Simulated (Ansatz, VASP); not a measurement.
# HfSi2Ge2As4HCl (H-SiSi-Cl chair under HfGe2As4, AB): VASP beside Ansatz, part 2 of 2

Aim: how closely do two programs agree when they are given the same cell, functional and k mesh? Of the first pair: The structure shown is the start of the Ansatz relaxation below; VASP solves that cell, so the two are compared at the walk's first step.

VASP 6.6.1 and Ansatz 0.2.0.

So far: Starting point; Ansatz: relaxation, PBE with D3(BJ).

### 3. VASP: single point, PBE with D3(BJ), start cell, pair 1

Level of this step: PBE with D3(BJ); plane waves and PAW (Cl, Si, H, As, Ge_d, Hf_pv) (VASP).

The same cell, functional, mesh and smearing now go to VASP, with its own data sets.

Lines of VASP's logs that name or quote its potential files are left out, and so is its time.

INCAR reads:

```
SYSTEM = HfSi2Ge2As4HCl
PREC = Accurate
ENCUT = 410
EDIFF = 1E-06
NELM = 120
ISMEAR = -1
SIGMA = 0.05
LREAL = .FALSE.
ALGO = Normal
GGA = PE
IVDW = 12
NBANDS = 48
LASPH = .TRUE.
LORBIT = 11
LWAVE = .FALSE.
LCHARG = .FALSE.
ISIF = 2
LDIPOL = .TRUE.
IDIPOL = 3
DIPOL = 0.5 0.5 0.5
LVHAR = .TRUE.
GGA_COMPAT = .FALSE.
NELMDL = -8
KPAR = 2
```

POSCAR reads:

```
HfSi2Ge2As4HCl
1.0
    3.6965000000      0.0000000000      0.0000000000
   -1.8482500000      3.2012630000      0.0000000000
    0.0000000000      0.0000000000     64.4103430000
Cl Si H As Ge Hf
1 2 1 4 2 1
Direct
    0.6666667187      0.3333334375      0.3702821455
    0.6666667187      0.3333334375      0.4033513686
    0.3333332813      0.6666665625      0.4148402066
    0.3333332813      0.6666665625      0.4368863553
    0.3333332813      0.6666665625      0.4780288160
    0.6666667187      0.3333334375      0.5274463295
    0.6666667187      0.3333334375      0.5803003409
    0.3333332813      0.6666665625      0.6297178545
    0.6666667187      0.3333334375      0.4914272697
    0.6666667187      0.3333334375      0.6163194008
    0.3333332813      0.6666665625      0.5538733275
```

KPOINTS reads:

```
Automatic mesh
0
Gamma
12 12 1
0 0 0
```

Potentials, in the order of the species: Cl, Si, H, As, Ge_d and Hf_pv (PBE family, release 64).

Run with:

```sh
$ mpirun -np 2 vasp_std
```

Numbers of over 12 decimals in the logs are rounded to 6 here.

Output:

```text
[banner, memory and clock lines left out]
running    2 mpi-ranks, on    1 nodes
 distrk:  each k-point on    1 cores,    2 groups
 distr:  one band on    1 cores,    1 groups

 POSCAR found type information on POSCAR ClSiH AsGeHf
 POSCAR found :  6 types and      11 ions
 LDA part: xc-table for (Slater+PW92), standard interpolation
|                                                                             |
|           W    W    AA    RRRRR   N    N  II  N    N   GGGG   !!!           |
|           W    W   A  A   R    R  NN   N  II  NN   N  G    G  !!!           |
|           W    W  A    A  R    R  N N  N  II  N N  N  G       !!!           |
|           W WW W  AAAAAA  RRRRR   N  N N  II  N  N N  G  GGG   !            |
|           WW  WW  A    A  R   R   N   NN  II  N   NN  G    G                |
|           W    W  A    A  R    R  N    N  II  N    N   GGGG   !!!           |
|                                                                             |
|     One of the lattice vectors is very long (>50 A), but AMIN is rather     |
|     large. This can spoil convergence since charge sloshing might occur     |
|     along the long lattice vector. If problems with convergence are         |
|     observed, try to decrease AMIN to a smaller value (e.g. 0.01).          |
|     Note: This warning only applies if the self-consistency cycle is        |
|     used.                                                                   |
|                                                                             |

 POSCAR, INCAR and KPOINTS ok, starting setup
 FFT: planning ... GRIDC
 FFT: planning ... GRID_SOFT
 FFT: planning ... GRID
 WAVECAR not read
 entering main loop
       N       E                     dE             d eps       ncg     rms          rms(c)
DAV:   1     0.542138891399E+03    0.54214E+03   -0.28092E+04  2160   0.122E+03
DAV:   2     0.223873350886E+02   -0.51975E+03   -0.50466E+03  2288   0.274E+02
DAV:   3    -0.528530997956E+02   -0.75240E+02   -0.73962E+02  2432   0.122E+02
DAV:   4    -0.566445426494E+02   -0.37914E+01   -0.37629E+01  2200   0.340E+01
DAV:   5    -0.568186892254E+02   -0.17415E+00   -0.17401E+00  2840   0.651E+00
DAV:   6    -0.568215220669E+02   -0.28328E-02   -0.28322E-02  2600   0.741E-01
DAV:   7    -0.568216525370E+02   -0.13047E-03   -0.13046E-03  2912   0.141E-01
DAV:   8    -0.568216562015E+02   -0.36644E-05   -0.36642E-05  2584   0.225E-02    0.450E+01
DAV:   9    -0.548450930449E+02    0.19766E+01   -0.42189E+00  2184   0.735E+00    0.299E+01
DAV:  10    -0.546055950451E+02    0.23950E+00   -0.33011E+00  2312   0.762E+00    0.596E+00
DAV:  11    -0.545388065674E+02    0.66788E-01   -0.27540E+00  2416   0.616E+00    0.365E+00
DAV:  12    -0.544919945231E+02    0.46812E-01   -0.23793E+00  2536   0.451E+00    0.147E+00
DAV:  13    -0.544505546754E+02    0.41440E-01   -0.40550E-01  2424   0.247E+00    0.769E-01
DAV:  14    -0.544503177284E+02    0.23695E-03   -0.59345E-02  2360   0.120E+00    0.578E-01
[...]
DAV:  26    -0.544463369505E+02   -0.58673E-04   -0.20252E-06  1672   0.483E-03    0.261E-03
DAV:  27    -0.544463471275E+02   -0.10177E-04   -0.32799E-07  1456   0.305E-03    0.202E-03
DAV:  28    -0.544463549827E+02   -0.78552E-05   -0.25296E-07  1368   0.248E-03    0.931E-04
DAV:  29    -0.544463578683E+02   -0.28855E-05   -0.14621E-07  1288   0.154E-03    0.629E-04
DAV:  30    -0.544463598139E+02   -0.19456E-05   -0.36888E-08  1344   0.115E-03    0.394E-04
DAV:  31    -0.544463630827E+02   -0.32688E-05   -0.27611E-08  1272   0.700E-04    0.367E-04
DAV:  32    -0.544463646939E+02   -0.16113E-05   -0.22320E-08  1320   0.670E-04    0.280E-04
DAV:  33    -0.544463652033E+02   -0.50936E-06   -0.60057E-09  1176   0.346E-04
   1 F= -.57577499E+02 E0= -.57568914E+02  d E =-.171706E-01
```

OUTCAR, selected parts (step 3):

```text
ion  position               nearest neighbor table
   1  0.667  0.333  0.370-   2 2.13
   2  0.667  0.333  0.403-   1 2.13   3 2.26   3 2.26   3 2.26
   3  0.333  0.667  0.415-   4 1.42   2 2.26   2 2.26   2 2.26
   4  0.333  0.667  0.437-   3 1.42
   5  0.333  0.667  0.478-   9 2.30   9 2.30   9 2.30
   6  0.667  0.333  0.527-   9 2.32  11 2.73  11 2.73  11 2.73
   7  0.667  0.333  0.580-  10 2.32  11 2.73  11 2.73  11 2.73
   8  0.333  0.667  0.630-  10 2.30  10 2.30  10 2.30
   9  0.667  0.333  0.491-   5 2.30   5 2.30   5 2.30   6 2.32
  10  0.667  0.333  0.616-   8 2.30   8 2.30   8 2.30   7 2.32
  11  0.333  0.667  0.554-   6 2.73   6 2.73   7 2.73   7 2.73   6 2.73   7 2.73

  LATTYP: Found a hexagonal cell.
 ALAT       =     3.6965000000
 C/A-ratio  =    17.4246836196

 Subroutine GETGRP returns: Found  6 space group operations
 (whereof  6 operations were pure point group operations)

The static configuration has the point symmetry C_3v.

 Found     19 irreducible k-points:

   k-points           NKPTS =     19   k-points in BZ     NKDIM =     19   number of bands    NBANDS=     48

   dimension x,y,z NGX =    24 NGY =   24 NGZ =  432
   dimension x,y,z NGXF=    48 NGYF=   48 NGZF=  864

   ENCUT  =  410.0 eV  30.13 Ry    5.49 a.u.   6.10  6.10106.34*2*pi/ulx,y,z

   NELECT =      74.0000    total number of electrons

 k-points in reciprocal lattice and weights: Automatic mesh
   0.00000000  0.00000000  0.00000000       0.007
   0.08333333  0.00000000  0.00000000       0.042
   0.16666667  0.00000000  0.00000000       0.042
   0.25000000  0.00000000  0.00000000       0.042
   0.33333333  0.00000000  0.00000000       0.042
   0.41666667  0.00000000  0.00000000       0.042
   0.50000000  0.00000000  0.00000000       0.021
   0.08333333  0.08333333  0.00000000       0.042
   0.16666667  0.08333333  0.00000000       0.083
[...]
0.33333333  0.25000000  0.00000000       0.083
   0.33333333  0.33333333  0.00000000       0.014

 dipolmoment           0.000000      0.000000     -0.089149 electrons x Angstroem

 average (electrostatic) potential at core
       1 -97.7415       2 -91.6494       3 -90.9529       4 -39.5763       5 -57.5867
       6 -56.3845       7 -56.3738       8 -57.5313       9 -82.6967      10 -82.6543
      11 -44.9952

 E-fermi :  -2.4550

 k-point     1 :       0.0000    0.0000    0.0000
  band No.  band energies     occupation
    ...
     31      -3.3791      2.00000
     32      -3.2664      2.00000
     33      -3.2664      2.00000
     34      -2.4905      1.34064
     35      -2.4905      1.34057
     36      -2.3758      0.34055
     37      -2.1913      0.01018
     38      -2.1913      0.01018
     39      -2.0317      0.00042
     40      -1.2682      0.00000
    ...

 k-point     2 :       0.0833    0.0000    0.0000
  band No.  band energies     occupation
    ...
     32      -3.4031      2.00000
     33      -3.2061      2.00000
     34      -3.0360      1.99998
     35      -2.6413      1.95293
     36      -2.4657      1.10692
     37      -2.3277      0.14532
     38      -1.9132      0.00004
     39      -1.3384      0.00000
     40      -1.0760      0.00000
     41      -0.2786      0.00000
    ...

 k-point     3 :       0.1667    0.0000    0.0000
  band No.  band energies     occupation
    ...
     33      -3.5251      2.00000
     34      -3.1146      2.00000
     35      -3.0387      1.99998
     36      -2.9628      1.99992
     37      -2.6585      1.96639
     38      -1.9357      0.00006
     39      -1.0866      0.00000
     40      -1.0337      0.00000
     41      -0.1284      0.00000
     42       0.4556      0.00000
    ...

 Edisp (eV)   -3.13113

  Total      11.09230    11.09230     8.45079     0.00000     0.00000     0.00000
  in kB      23.31656    23.31656    17.76398     0.00000     0.00000     0.00000
  external pressure =       21.47 kB  Pullay stress =        0.00 kB

  energy-cutoff  :      410.00
  volume of cell :      762.20
      direct lattice vectors                 reciprocal lattice vectors
     3.696500000  0.000000000  0.000000000     0.270526173  0.156188354  0.000000000
    -1.848250000  3.201263000  0.000000000     0.000000000  0.312376709  0.000000000
     0.000000000  0.000000000 64.410343000     0.000000000  0.000000000  0.015525457

 POSITION                                       TOTAL-FORCE (eV/Angst)
 -----------------------------------------------------------------------------------
      1.84825      1.06709     23.85000        -0.000000      0.000000      1.009595
      1.84825      1.06709     25.98000         0.000000     -0.000000     -1.676778
      0.00000      2.13417     26.72000         0.000000      0.000000     -1.064708
      0.00000      2.13417     28.14000         0.000000      0.000000      1.520693
      0.00000      2.13417     30.79000         0.000000      0.000000     -2.840890
      1.84825      1.06709     33.97300         0.000000      0.000000      2.278187
      1.84825      1.06709     37.37734         0.000000     -0.000000     -2.285987
      0.00000      2.13417     40.56034         0.000000     -0.000000      3.041155
      1.84825      1.06709     31.65300        -0.000000     -0.000000      1.839354
      1.84825      1.06709     39.69734        -0.000000      0.000000     -1.817464
      0.00000      2.13417     35.67517        -0.000000     -0.000000     -0.003156
 -----------------------------------------------------------------------------------
    total drift:                               -0.000000     -0.000696      0.001079

  FREE ENERGIE OF THE ION-ELECTRON SYSTEM (eV)
  ---------------------------------------------------
  free  energy   TOTEN  =       -57.5774990624 eV

  energy  without entropy=      -57.5603284934  energy(sigma->0) =      -57.56891378

 vacuum level on the upper side and lower side of the slab         2.220         3.584

 total charge
# of ion       s       p       d       tot
------------------------------------------
    1        1.606   3.499   0.000   5.106
    2        0.742   0.956   0.000   1.698
    3        0.758   1.077   0.000   1.836
    4        0.593   0.019   0.000   0.612
    5        1.248   1.611   0.050   2.909
    6        1.210   1.619   0.036   2.865
    7        1.210   1.620   0.036   2.866
    8        1.245   1.608   0.050   2.903
    9        1.121   1.348  10.103  12.572
   10        1.121   1.348  10.103  12.571
   11        0.291   6.406   1.545   8.242
--------------------------------------------------
tot         11.146  21.110  21.923  54.179

[... 3 further parts left out ...]
```

### 4. Side by side

Known differences besides the potentials themselves: Ansatz cuts the interaction across the vacuum, VASP repeats the sheet with a dipole correction; the data sets hold 130 valence electrons in Ansatz (on its default PAW (the set named soft_2) files) and 74 in VASP; the cutoff is 420 eV in Ansatz and 410 eV in VASP. Total energies have different zeros and are not compared.

Forces on 7 of the 11 atoms, those with the largest forces and the largest differences (eV/Å; atoms numbered as in POSCAR):

```csv
atom,"Ansatz x, y, z","VASP x, y, z"
Si2,"0.000, 0.000, -1.647","0.000, 0.000, -1.677"
As5,"0.000, 0.000, -2.798","0.000, 0.000, -2.841"
As6,"0.000, 0.000, 2.227","0.000, 0.000, 2.278"
As7,"0.000, 0.000, -2.234","0.000, 0.000, -2.286"
As8,"0.000, 0.000, 2.998","0.000, 0.000, 3.041"
Ge9,"0.000, 0.000, 1.829","0.000, 0.000, 1.839"
Ge10,"0.000, 0.000, -1.808","0.000, 0.000, -1.817"
```

The forces differ by 18 meV/Å r.m.s., which is 1.6 % of the r.m.s. force of 1.124 eV/Å (both taken over all components). With vacuum in the cell, a pressure given here is an average over mostly empty space and none of the material.

### 5. Ansatz: relaxation, PBE with D3(BJ)

This run makes the geometry at which the two programs are then compared.

The structure compared here is the end of the Ansatz relaxation.

input.yaml reads:

```yaml
crystal:
  lattice:
    - [3.6965, 0.0, 0.0]
    - [-1.84825, 3.2012629051, 0.0]
    - [0.0, 0.0, 64.4103425563]
  atoms:
    - { symbol: Cl, position: [0.6666666667, 0.3333333333, 0.3702821481] }
    - { symbol: Si, position: [0.6666666667, 0.3333333333, 0.4033513713] }
    - { symbol: Si, position: [0.3333333333, 0.6666666667, 0.4148402095] }
    - { symbol: H, position: [0.3333333333, 0.6666666667, 0.4368863583] }
    - { symbol: As, position: [0.3333333333, 0.6666666667, 0.4780288192] }
    - { symbol: Ge, position: [0.6666666667, 0.3333333333, 0.4914272676] }
    - { symbol: As, position: [0.6666666667, 0.3333333333, 0.5274463277] }
    - { symbol: Hf, position: [0.3333333333, 0.6666666667, 0.5538733356] }
    - { symbol: As, position: [0.6666666667, 0.3333333333, 0.5803003435] }
    - { symbol: Ge, position: [0.6666666667, 0.3333333333, 0.6163194036] }
    - { symbol: As, position: [0.3333333333, 0.6666666667, 0.6297178519] }
  periodic: [true, true, false]
kpoints:
  mp_grid: { grid: [12, 12, 1] }
hamiltonian:
  xc: pbe
  dispersion: d3bj
scf:
  occupations: { method: fermi_dirac, width: 0.05 }
  convergence: { dr2_threshold: 1.0e-09 }
relax:
  f_tol: 0.004
  max_steps: 90
  cell: {}
output:
  write_potential: true
  write_density: true
  volumetric_format: npy
```

Run with:

```sh
$ ansatz run input.yaml --threads 4 --pin off --max-ram 12288MiB --backend cpu --events-out ev --progress --plain --runs-dir out
```

Output:

```text
[...]
Crystal: 11 atoms, lattice volume = 762.198 Å³
Basis set: ecut = 420 eV, 14939 PW (Γ), exchange–correlation on 50×50×864 points (8 copies of the dense FFT grid, shifted against one another)
Bands: 78, of which v1, the nominal top of the filled ones, is band 65 counted from 1 (64 counted from 0)
Symmetry: 6 space group operations
[...]
- { symbol: H, position: [0.333333, 0.666667, 0.432426] }
    - { symbol: As, position: [0.333333, 0.666667, 0.478224] }
    - { symbol: Ge, position: [0.666667, 0.333333, 0.495613] }
    - { symbol: As, position: [0.666667, 0.333333, 0.533244] }
    - { symbol: Hf, position: [0.333333, 0.666667, 0.556902] }
    - { symbol: As, position: [0.666667, 0.333333, 0.580539] }
    - { symbol: Ge, position: [0.666667, 0.333333, 0.618198] }
    - { symbol: As, position: [0.333333, 0.666667, 0.635592] }
[key lines of the parts left out:]
SCF converged after 9 iterations
Free energy (F): -46108.326235 eV
Fermi energy:    -5.422671 eV
P = ½ c Tr σ = 0.0457 N/m
```

### 6. VASP: single point, PBE with D3(BJ), relaxed cell, pair 2

The same cell, functional, mesh and smearing now go to VASP, with its own data sets.

INCAR is that of step 3.

POSCAR reads:

```
HfSi2Ge2As4HCl
1.0
    3.8324745628      0.0000000000      0.0000000000
   -1.9162372814      3.3190203307      0.0000000000
    0.0000000000      0.0000000000     64.4103425563
Cl Si H As Ge Hf
1 2 1 4 2 1
Direct
    0.6666666667      0.3333333333      0.3652701971
    0.6666666667      0.3333333333      0.3973909908
    0.3333333333      0.6666666667      0.4090750127
    0.3333333333      0.6666666667      0.4324261145
    0.3333333333      0.6666666667      0.4782239100
    0.6666666667      0.3333333333      0.5332438872
    0.6666666667      0.3333333333      0.5805386189
    0.3333333333      0.6666666667      0.6355920099
    0.6666666667      0.3333333333      0.4956128399
    0.6666666667      0.3333333333      0.6181975488
    0.3333333333      0.6666666667      0.5569023066
```

KPOINTS is that of step 3.

Run with:

```sh
$ mpirun -np 2 vasp_std
```

Output:

```text
[banner, memory and clock lines left out]
running    2 mpi-ranks, on    1 nodes
[...]
LDA part: xc-table for (Slater+PW92), standard interpolation
 [... a notice as in an earlier step ...]

 POSCAR, INCAR and KPOINTS ok, starting setup
[...]
entering main loop
       N       E                     dE             d eps       ncg     rms          rms(c)
DAV:   1     0.518511519719E+03    0.51851E+03   -0.27751E+04  2152   0.119E+03
DAV:   2     0.196949548986E+02   -0.49882E+03   -0.48486E+03  2256   0.267E+02
DAV:   3    -0.545810150881E+02   -0.74276E+02   -0.73114E+02  2472   0.119E+02
DAV:   4    -0.581765993475E+02   -0.35956E+01   -0.35673E+01  2168   0.322E+01
[...]
DAV:  30    -0.563627019860E+02   -0.65596E-05   -0.14348E-07  1408   0.132E-03    0.106E-03
DAV:  31    -0.563627041220E+02   -0.21360E-05   -0.96925E-08  1256   0.122E-03    0.858E-04
DAV:  32    -0.563627043580E+02   -0.23601E-06   -0.27701E-08  1160   0.893E-04
   1 F= -.59182566E+02 E0= -.59177963E+02  d E =-.920725E-02
```

Parts of OUTCAR (step 6):

```text
 Edisp (eV)   -2.81986

  Total      -0.16104    -0.16104    -0.18001     0.00000     0.00000     0.00000
  in kB      -0.31491    -0.31491    -0.35202     0.00000     0.00000     0.00000
  external pressure =       -0.33 kB  Pullay stress =        0.00 kB

 POSITION                                       TOTAL-FORCE (eV/Angst)
 -----------------------------------------------------------------------------------
      1.91624      1.10634     23.52718        -0.000000      0.000000      0.045997
      1.91624      1.10634     25.59609         0.000000      0.000000     -0.042387
     -0.00000      2.21268     26.34866         0.000000      0.000000      0.005115
     -0.00000      2.21268     27.85271         0.000000      0.000000     -0.007530
     -0.00000      2.21268     30.80257         0.000000     -0.000000     -0.031608
      1.91624      1.10634     34.34642         0.000000      0.000000      0.039357
      1.91624      1.10634     37.39269         0.000000      0.000000     -0.037822
     -0.00000      2.21268     40.93870         0.000000      0.000000      0.032673
      1.91624      1.10634     31.92259        -0.000000     -0.000000      0.006506
      1.91624      1.10634     39.81832        -0.000000     -0.000000     -0.010392
     -0.00000      2.21268     35.87027         0.000000      0.000000      0.000090
 -----------------------------------------------------------------------------------
    total drift:                               -0.000001      0.000002     -0.003106

  FREE ENERGIE OF THE ION-ELECTRON SYSTEM (eV)
  ---------------------------------------------------
  free  energy   TOTEN  =       -59.1825661973 eV

  energy  without entropy=      -59.1733589438  energy(sigma->0) =      -59.17796257

[... 1 part as in an earlier step ...]

[... 2 further parts left out ...]
[key lines of the parts left out:]
E-fermi :  -2.7516
```

### 7. Comparison

What differs besides the data sets and the points named for the pairs above, as far as they apply: the data sets hold 130 valence electrons in Ansatz (on its default PAW (the set named soft_2) files) and 74 in VASP. Total energies have different zeros and are not compared.

At this near-relaxed geometry the largest component of a force difference is 45 meV/Å. With vacuum in the cell, a pressure given here is an average over mostly empty space and none of the material.

### 8. What the set-up changes

Further runs change the set-up of one program: Ansatz's method, potentials or start, or VASP's data sets, cutoff or form of LDA. The table gives that difference for each run.

```csv
run,r.m.s. force difference (meV/Å)
as above,16
"VASP with the data sets Cl, Si, H, As_d, Ge_sv_GW and Hf_pv and a cutoff of 540 eV",16
```

### 9. What came out

```yaml
r_m_s_force_difference_single_point_pbe_with_d3_bj_start_cell_pair_1: 1.6 % of the r.m.s. force
r_m_s_force_difference_single_point_pbe_with_d3_bj_relaxed_cell_pair_2: 16 meV/Å
```

In words: The r.m.s. force difference is 16 meV/Å (single point, PBE with D3(BJ), relaxed cell, pair 2), beyond the 12 meV/Å picked in this series as the mark of a large difference. The data sets hold unlike numbers of valence electrons (130 in Ansatz and 74 in VASP), so part of the differences comes from the potentials. For single point, PBE with D3(BJ), relaxed cell, pair 2, no further run moves any of the tabulated differences by more than a quarter of its size. Such differences can come from data sets, numerical settings and the points named under the comparisons, not from the functional's error against experiment.

[Lines on the potential files, build, host, timing and source positions are cut from VASP's logs without a mark.]

[Logs are printed without paths, hosts, clocks, repeated set-up lines and the standing remarks that a program may print on its own settings, such as how far it seeks lower states.]

[Hosts, paths, dates, database ids (printed as entryN), source tags and the programs' standing remarks are cut or masked in the printed files.]
